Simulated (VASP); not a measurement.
Write the native input for VASP 6.6.1 that does the following.

| Property | Result |
| --- | --- |
| Task | optical spectrum |
| Functional | PBE |
| Potentials or basis | VASP PAW PBE potentials, release 64 (Ge_d) |
| Cutoff | 520 eV |
| k mesh | 9 × 9 × 6 |
| Occupations | gaussian, width 0.02 eV |
| Spin | no spin polarisation |
| Further INCAR settings | ALGO = Fast; EDIFF = 1e-06; NBANDS = 62 |

The structure of Ge lies in POSCAR:

```
Ge
1.0
    0.0000000000     -2.0983605200     -2.0983605200
    0.0000000000      2.0983605200     -2.0983605200
    4.1967210500      0.0000000000      0.0000000000
Ge
2
Direct
    0.5554013700      0.4948906800      0.5484903900
    0.9445986300      0.0051093200      0.9515096100
```

This isn't the form of Ge at room conditions, which is diamond.

The cell isn't the ideal one: a zone-boundary wave of random shape, sigma 0.15 Å.

One way to write it, as run:

INCAR

```
SYSTEM = Ge
PREC = Accurate ; ENCUT = 520
EDIFF = 1E-6 ; ISMEAR = 0
SIGMA = 0.02 ; LREAL = .False.
LASPH = .True. ; NELM = 100
ALGO = Fast ; ISIF = 2
LWAVE = .False. ; LCHARG = .False.
GGA = PE ; LOPTICS = .True.
NBANDS = 62 ; NEDOS = 2000
CSHIFT = 0.1
```

KPOINTS

```
regular mesh
0
Gamma
  9 9 6
  0 0 0
```

Potentials or basis: VASP PAW PBE potentials, release 64 (Ge_d).

Command:

```sh
$ cat potpaw_PBE.64/Ge_d/POTCAR > POTCAR
$ mpirun -np 1 vasp_std > vasp.out
```

It gave:

| Property | Result |
| --- | --- |
| Pressure | 9.9 GPa |
| Largest force | 1.659 eV/Å |
| Band gap on the k mesh | none (metal or under the smearing width) |

Caveat: spectra need much finer meshes, so this one isn't converged; independent-particle spectra lack excitons; the intraband (Drude) part of a metal's response may be missing; forces of over 1 eV/Å show positions far from the minimum, so gaps and moduli don't describe the material at rest.

It took 3.9 min on 1 thread of Intel(R) Xeon(R) Platinum 8488C (Sapphire Rapids), with other jobs on the host, peak memory 0.7 GiB.
